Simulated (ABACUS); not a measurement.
Here is an ABACUS 3.10.1 calculation.

File INPUT:

```
INPUT_PARAMETERS
suffix              BN
calculation         nscf
basis_type          lcao
pseudo_dir          ./
orbital_dir         ./
symmetry            -1
dft_functional      scan
ecutwfc             100.0
pseudo_rcut         10
nspin               1
nbands              14
ks_solver           genelpa
smearing_method     fd
smearing_sigma      0.00367493
scf_thr             1e-07
scf_nmax            100
mixing_type         broyden
mixing_beta         0.7
mixing_tau          1
init_chg            file
out_band            1
```

Contents of STRU:

```
ATOMIC_SPECIES
N 14.0070 N_ONCV_PBE-1.2.upf
B 10.8100 B_ONCV_PBE-1.2.upf

NUMERICAL_ORBITAL
N_confined-atom_6au_2s2p1d.orb
B_confined-atom_7au_2s2p1d.orb

LATTICE_CONSTANT
1.8897261246

LATTICE_VECTORS
2.5639706000 0.0000000000 0.0000000000
1.2819853000 2.2204636742 0.0000000000
1.2819853000 0.7401545581 2.0934732285

ATOMIC_POSITIONS
Direct

N
0.0
1
0.2500000000 0.2500000000 0.2500000000 1 1 1

B
0.0
1
0.0000000000 0.0000000000 0.0000000000 1 1 1
```

Contents of KPT:

```
K_POINTS
12
Line
0.00000000 0.00000000 0.00000000 10 // G
0.50000000 0.00000000 0.50000000 10 // X
0.50000000 0.25000000 0.75000000 10 // W
0.37500000 0.37500000 0.75000000 10 // K
0.00000000 0.00000000 0.00000000 10 // G
0.50000000 0.50000000 0.50000000 10 // L
0.62500000 0.25000000 0.62500000 10 // U
0.50000000 0.25000000 0.75000000 10 // W
0.50000000 0.50000000 0.50000000 10 // L
0.37500000 0.37500000 0.75000000 1 // K
0.62500000 0.25000000 0.62500000 10 // U
0.50000000 0.00000000 0.50000000 1 // X
```

Potentials or basis: SG15 ONCV 1.2 PBE, DZP LCAO (the cutoffs set its grid).

The run is started by

```sh
$ OMP_NUM_THREADS=1 mpirun -np 4 abacus > log
```

(1) What does it give for the band gap along the path?

Results:

(1) 4.96 eV, indirect (least direct gap 9.41 eV).

Caveat: the atomic orbitals were generated for these runs and aren't a published set; the density is read from an earlier self-consistent run, whose mesh may be coarse; the basis of atomic orbitals isn't converged, which shifts pressures, moduli and gaps.

**Experimental background.**

From a printed reference work, monograph, for a bulk crystal of BN at 300 K: band gap 6.4 eV (indirect).

Measured gap of BN: 6.4 eV (indirect; 300 K; a printed reference work, monograph). This calculation gives 4.96 eV (-1.44 eV). The value is that of SCAN in an atomic basis (SG15 ONCV 1.2 PBE, DZP LCAO (the cutoffs set its grid)), whose error adds to the functional's,, without temperature or zero-point motion. The cell is a database's relaxed one, not the measured one, which moves gaps too.
